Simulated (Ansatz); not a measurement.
# Convergence study of the plane-wave cutoff for ZnTe (R3m, 2 atoms in the cell)

```yaml
crystal:
  lattice:
    - [0.00000, 3.04085, 3.04085]
    - [3.04085, 0.00000, 3.04085]
    - [3.04085, 3.04085, 0.00000]
  atoms:
    - { symbol: Zn, position: [0.00475, 0.00475, 0.00475] }
    - { symbol: Te, position: [0.25000, 0.25000, 0.25000] }
```

Method: PBE (plane waves, PAW; Ansatz, a quantum-chemistry and plane-wave program).

Base settings: basis.ecutwfc = 420 eV; kpoints.mp_grid.grid = 7 7 7; hamiltonian.xc = pbe; hamiltonian.pseudopotentials = {kind: paw} (the program's default PAW files); scf.occupations.method = fermi_dirac; scf.occupations.width = 0.05 eV.

The second cell is the first with its lattice scaled by 0.98.

The mesh stays at the base's, so the ladder's end is converged at best in this setting alone.

The first pressure column holds Ansatz's estimate of the finite-basis (Pulay) stress, which hides part of the cutoff error; the other is without it.

Only quantities that move along the ladder and can be compared are tabulated.

The count of work is k-points × plane waves × bands × iterations; it is no time. 

The starting cell has typed, rounded lattice constants, without a prior relaxation at this level. Its lattice was rescaled by up to half a per cent. One atom was moved a little off its site on purpose.

Steps (basis.ecutwfc): 145 eV; 170 eV; 190 eV; 210 eV; 230 eV; 250 eV; 295 eV; 335 eV; 380 eV; 420 eV; 460 eV; 505 eV; 565 eV; 630 eV; 735 eV; 840 eV; 1010 eV.

**Question.** What is the coarsest basis.ecutwfc that holds the energy of the compressed cell less the first within 0.5 meV/atom of the last step, with all finer ones?

**Answer.** 380 eV, at 0.23 of the last step's count of work; the step before is off by 0.75 meV/atom.

**Question.** What is the coarsest basis.ecutwfc that holds the pressure within 1 GPa of the last step, with all finer ones?

**Answer.** 230 eV, at 0.13 of the last step's count of work; the step before is off by 1.9 GPa.

**Question.** What is the coarsest basis.ecutwfc that holds the pressure without the Pulay estimate within 0.1 GPa of the last step, with all finer ones?

**Answer.** 380 eV, at 0.23 of the last step's count of work; the step before is off by 0.80 GPa.

```tsv
basis.ecutwfc	free energy less the last step's (meV/atom)	energy of the compressed cell less the first (meV/atom)	pressure (GPa)	pressure without the Pulay estimate (GPa)	largest difference of a force vector from the last step's (eV/Å)	count of work / last
145 eV	49308.44	288.26	8.44	-935.04	0.290	0.074
170 eV	20791.57	-85.25	1.57	-470.79	0.163	0.092
190 eV	10202.36	-117.55	0.95	-263.47	0.102	0.11
210 eV	4871.36	41.96	4.25	-143.49	0.008	0.11
230 eV	2194.95	49.76	1.73	-74.04	0.059	0.13
250 eV	982.07	45.95	2.45	-37.22	0.022	0.15
295 eV	121.47	43.33	2.71	-4.39	0.005	0.16
335 eV	13.43	43.42	2.45	1.56	0.000	0.21
380 eV	3.28	42.80	2.38	2.31	0.000	0.23
420 eV	1.83	42.72	2.37	2.32	0.000	0.30
460 eV	0.79	42.72	2.37	2.34	0.000	0.30
505 eV	0.29	42.70	2.37	2.36	0.000	0.35
565 eV	0.15	42.68	2.37	2.36	0.000	0.41
630 eV	0.08	42.68	2.37	2.36	0.000	0.48
735 eV	0.06	42.68	2.37	2.37	0.000	0.64
840 eV	0.03	42.67	2.37	2.36	0.000	0.76
1010 eV	0.00	42.67	2.37	2.36	0.000	1.0
```

The energy difference between the two cells stays within 1 meV/atom of the last step's from 295 eV on, the total only from 460 eV on: much of the error is common to both cells and cancels.

At the lowest cutoff the pressure without the Pulay estimate lies 937 GPa under the last step's, the usual sign of Pulay stress in an incomplete plane-wave basis.

Keys are those of Ansatz 0.2.
